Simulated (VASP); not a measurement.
Here is a VASP 6.6.1 calculation.

INCAR

```
SYSTEM = W
PREC = Accurate
ENCUT = 520
EDIFF = 1E-7
ISMEAR = 0
SIGMA = 0.1
LREAL = .False.
LASPH = .True.
NELM = 80
ALGO = Normal
ISIF = 2
LWAVE = .False.
LCHARG = .False.
GGA = PE
```

The input KPOINTS:

```
Automatic mesh
0
Gamma
  6 6 6
  0 0 0
```

File POSCAR:

```
W                                       
1.0
   -1.6052627270      1.6052627270      1.6052627270
    1.6052627270     -1.6052627270      1.6052627270
    1.6052627270      1.6052627270     -1.6052627270
  W             
     1
Direct
     0.0000000000000000    0.0000000000000000    0.0000000000000000
```

Potentials or basis: VASP PAW PBE potentials, release 64 (W_sv).

Run with:

```bash
$ cat potpaw_PBE.64/W_sv/POTCAR > POTCAR
$ mpirun -np 1 vasp_std > vasp.out
```

**Question.** Predict the pressure.

**Answer.** -8.5 GPa.

**Question.** What does it give for the band gap on the k mesh?

**Answer.** None (metal or under the smearing width).

Caveat: the k mesh is coarse (spacing up to 0.46 Å⁻¹), so the values aren't converged. Spin-orbit coupling is left out, which matters for the levels of W.
